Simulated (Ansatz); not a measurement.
## Al in Ansatz: the effect of functional

Al:

```
CELL_PARAMETERS angstrom
-1.59122 1.59122 1.59122
1.59122 -1.59122 1.59122
1.59122 1.59122 -1.59122
ATOMIC_POSITIONS crystal
Al 0.00000 0.00000 0.00000
```

This isn't the form of Al at room conditions, which is fcc.

Alike in all runs:

```yaml
Program: Ansatz 0.2.0
Task: band structure
Potentials_or_basis: Ansatz PAW
k_mesh: 7 × 7 × 7
Occupations: fermi-dirac, width 0.05 eV
Spin: no spin polarisation
```

Problem. One run gave: pressure 1.8 GPa. Which functional did it use?
A. PBEsol
B. LDA
C. r2SCAN

Solution. A.

```tsv
functional	cutoff	pressure (GPa)
LDA	420 eV	0.0
PBEsol	420 eV	1.8
r2SCAN	500 eV	-0.4
```

Caveats: all runs use coarse meshes; the PAW data sets come from PBE, with cores solved anew for the run's functional, which leaves a small shift of forces and pressure.

Not every run made on this cell is shown here.
